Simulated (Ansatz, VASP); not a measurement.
## Two plane-wave programs on Hf

File INCAR:

```
PREC = Accurate
ENCUT = 520
EDIFF = 1E-6
ISMEAR = -1
SIGMA = 0.1
LREAL = False
LASPH = True
NELM = 80
ALGO = Normal
ISIF = 2
LWAVE = False
LCHARG = True
GGA = CA
LELF = True
LVHAR = True
NBANDS = 11
```

The input KPOINTS:

```
regular mesh
0
Gamma
  14 14 14
```

POSCAR

```
Hf
1.0
   -1.7451667905      1.7451667905      1.7451667905
    1.7451667905     -1.7451667905      1.7451667905
    1.7451667905      1.7451667905     -1.7451667905
Hf
1
Direct
    0.0000000000      0.0000000000      0.0000000000
```

Input for Ansatz:

```yaml
crystal:
  lattice:
    - [-1.7451667905, 1.7451667905, 1.7451667905]
    - [1.7451667905, -1.7451667905, 1.7451667905]
    - [1.7451667905, 1.7451667905, -1.7451667905]
  atoms:
    - { symbol: Hf, position: [0.0, 0.0, 0.0] }
hamiltonian:
  xc: lda
  pseudopotentials:
    kind: paw
    azcp:
      Hf: "pseudopotentials/Hf.paw.azcp"
basis:
  ecutwfc: 420
  fft_grid_basis: typed
kpoints:
  mp_grid: { grid: [14, 14, 14], shift: [0, 0, 0] }
magnetization:
  spin_polarized: false
scf:
  occupations: { method: fermi_dirac, width: 0.1 }
  lower_state_search: "off"
output:
  stress: true
```

Alike in both runs: task single point; functional LDA; k mesh 14 × 14 × 14; occupations fermi-dirac, width 0.1 eV; no spin polarisation.

|  | VASP | Ansatz |
| --- | --- | --- |
| version | VASP 6.6.1 | Ansatz 0.2.0 |
| potentials or method | VASP PAW LDA potentials, release 64 (Hf_pv) | plane waves (420 eV) with PAW, scalar-relativistic |
| plane-wave cutoff (eV) | 520 | 420 |
| valence electrons in the cell | 10 | 26 |

```tsv
	VASP	Ansatz	Ansatz less VASP
pressure (GPa)	-3.9	-4.1	-0.12
```

The two sets of potentials don't hold the same shells in valence. Ansatz warned: «pseudo_functional_mismatch».

Spin-orbit coupling is left out, which matters for the levels of Hf.
